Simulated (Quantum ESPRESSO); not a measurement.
Wanted: the native input for a Quantum ESPRESSO 7.5 run.

```
Task                : band structure
Functional          : r2SCAN
Potentials or basis : SG15 PBE 1.2
Cutoff              : 1197 eV
Density cutoff      : 4789 eV
k mesh              : 7 × 7 × 4
Occupations         : fermi-dirac, width 0.05 eV
Spin                : collinear spin, ferromagnetic start
Starting moments    : [1.0, 0.0, 0.0] μB
Symmetry            : off
Mixing beta         : 0.3
Most SCF iterations : 120
SCF threshold       : 1e-08 Ry
```

NiO2:

```xyz
3
Lattice="2.7988 0.0000 0.0000 -1.3994 2.4238 0.0000 0.0000 0.0000 4.6183" Properties=species:S:1:pos:R:3 pbc="T T T"
Ni    0.0000    0.0000    2.3091
O     0.0000    1.6159    1.3576
O     1.3994    0.8079    3.2607
```

The cell comes from a database or a generator and needn't be the stable form of this composition.

These files were run (other wordings do the same):

pw.in

```
&CONTROL
  calculation = 'scf'
  prefix = 'pwscf'
  outdir = './tmp'
  pseudo_dir = './pseudo'
  tprnfor = .true.
  disk_io = 'low'
/
&SYSTEM
  ibrav = 0
  celldm(1) = 8
  nat = 3
  ntyp = 2
  ecutwfc = 88
  nbnd = 25
  input_dft = 'r2scan'
  occupations = 'smearing'
  smearing = 'fd'
  degauss = 0.00367493
  nspin = 2
  starting_magnetization(1) = 0.0556
  starting_magnetization(2) = 0
  nosym = .true.
/
&ELECTRONS
  conv_thr = 1d-08
  electron_maxstep = 120
  mixing_beta = 0.3
/
ATOMIC_SPECIES
Ni    58.6934 Ni_ONCV_PBE-1.2.upf
O     15.9990 O_ONCV_PBE-1.2.upf
CELL_PARAMETERS alat
  0.6611164009274   0.0000000000000   0.0000000000000
 -0.3305582004637   0.5725435980756   0.0000000000000
  0.0000000000000   0.0000000000000   1.0909088923442
ATOMIC_POSITIONS crystal
Ni     0.0000000000    0.0000000000    0.5000000000
O      0.3333333333    0.6666666667    0.2939610000
O      0.6666666667    0.3333333333    0.7060390000
K_POINTS automatic
7 7 4 0 0 0
```

bands.in

```
&CONTROL
  calculation = 'bands'
  prefix = 'pwscf'
  outdir = './tmp'
  pseudo_dir = './pseudo'
  disk_io = 'low'
  verbosity = 'high'
/
&SYSTEM
  ibrav = 0
  celldm(1) = 8
  nat = 3
  ntyp = 2
  ecutwfc = 88
  nbnd = 25
  input_dft = 'r2scan'
  occupations = 'smearing'
  smearing = 'fd'
  degauss = 0.00367493
  nspin = 2
  starting_magnetization(1) = 0.0556
  starting_magnetization(2) = 0
  nosym = .true.
/
&ELECTRONS
  conv_thr = 1d-08
  electron_maxstep = 120
  mixing_beta = 0.3
  diago_full_acc = .true.
  startingwfc = 'random'
/
ATOMIC_SPECIES
Ni    58.6934 Ni_ONCV_PBE-1.2.upf
O     15.9990 O_ONCV_PBE-1.2.upf
CELL_PARAMETERS alat
  0.6611164009274   0.0000000000000   0.0000000000000
 -0.3305582004637   0.5725435980756   0.0000000000000
  0.0000000000000   0.0000000000000   1.0909088923442
ATOMIC_POSITIONS crystal
Ni     0.0000000000    0.0000000000    0.5000000000
O      0.3333333333    0.6666666667    0.2939610000
O      0.6666666667    0.3333333333    0.7060390000
K_POINTS crystal
60
 0.0000000000  0.0000000000  0.0000000000 1
 0.0625000000  0.0000000000  0.0000000000 1
 0.1250000000  0.0000000000  0.0000000000 1
 0.1875000000  0.0000000000  0.0000000000 1
 0.2500000000  0.0000000000  0.0000000000 1
 0.3125000000  0.0000000000  0.0000000000 1
 0.3750000000  0.0000000000  0.0000000000 1
 0.4375000000  0.0000000000  0.0000000000 1
 0.5000000000  0.0000000000  0.0000000000 1
 0.4583333333  0.0833333333  0.0000000000 1
 0.4166666667  0.1666666667  0.0000000000 1
 0.3750000000  0.2500000000  0.0000000000 1
 0.3333333333  0.3333333333  0.0000000000 1
 0.2962962963  0.2962962963  0.0000000000 1
 0.2592592593  0.2592592593  0.0000000000 1
 0.2222222222  0.2222222222  0.0000000000 1
 0.1851851852  0.1851851852  0.0000000000 1
 0.1481481481  0.1481481481  0.0000000000 1
 0.1111111111  0.1111111111  0.0000000000 1
 0.0740740741  0.0740740741  0.0000000000 1
 0.0370370370  0.0370370370  0.0000000000 1
 0.0000000000  0.0000000000  0.0000000000 1
 0.0000000000  0.0000000000  0.1250000000 1
 0.0000000000  0.0000000000  0.2500000000 1
 0.0000000000  0.0000000000  0.3750000000 1
 0.0000000000  0.0000000000  0.5000000000 1
 0.0625000000  0.0000000000  0.5000000000 1
 0.1250000000  0.0000000000  0.5000000000 1
 0.1875000000  0.0000000000  0.5000000000 1
 0.2500000000  0.0000000000  0.5000000000 1
 0.3125000000  0.0000000000  0.5000000000 1
 0.3750000000  0.0000000000  0.5000000000 1
 0.4375000000  0.0000000000  0.5000000000 1
 0.5000000000  0.0000000000  0.5000000000 1
 0.4666666667  0.0666666667  0.5000000000 1
 0.4333333333  0.1333333333  0.5000000000 1
 0.4000000000  0.2000000000  0.5000000000 1
 0.3666666667  0.2666666667  0.5000000000 1
 0.3333333333  0.3333333333  0.5000000000 1
 0.3030303030  0.3030303030  0.5000000000 1
 0.2727272727  0.2727272727  0.5000000000 1
 0.2424242424  0.2424242424  0.5000000000 1
 0.2121212121  0.2121212121  0.5000000000 1
 0.1818181818  0.1818181818  0.5000000000 1
 0.1515151515  0.1515151515  0.5000000000 1
 0.1212121212  0.1212121212  0.5000000000 1
 0.0909090909  0.0909090909  0.5000000000 1
 0.0606060606  0.0606060606  0.5000000000 1
 0.0303030303  0.0303030303  0.5000000000 1
 0.0000000000  0.0000000000  0.5000000000 1
 0.5000000000  0.0000000000  0.5000000000 1
 0.5000000000  0.0000000000  0.3750000000 1
 0.5000000000  0.0000000000  0.2500000000 1
 0.5000000000  0.0000000000  0.1250000000 1
 0.5000000000  0.0000000000  0.0000000000 1
 0.3333333333  0.3333333333  0.0000000000 1
 0.3333333333  0.3333333333  0.1250000000 1
 0.3333333333  0.3333333333  0.2500000000 1
 0.3333333333  0.3333333333  0.3750000000 1
 0.3333333333  0.3333333333  0.5000000000 1
```

Potentials or basis: SG15 PBE 1.2.

Launch:

```console
$ OMP_NUM_THREADS=1 mpirun -n 2 pw.x -nk 2 -in pw.in > pw.out
$ OMP_NUM_THREADS=1 mpirun -n 2 pw.x -nk 2 -in bands.in > bands.out
```

It gave:

```yaml
Largest_force: 0.283 eV/Å
Band_gap_on_the_k_mesh: 1.12 eV, indirect (least direct gap 1.42 eV)
Band_gap_along_the_path: 1.26 eV, indirect (least direct gap 1.58 eV)
Net_moment: 0.00 μB per cell
Absolute_moment: 0.00 μB per cell
Valence_electrons_inside_the_program's_atomic_spheres: Ni 15.03; O 5.12
```

Caveat: the potentials were made for another functional, which shifts forces and pressure.

It took 8.9 min on 2 MPI ranks on AMD EPYC 7R43 64-Core Processor (Zen 3), with other jobs on the host, peak memory 0.42 GiB a rank.
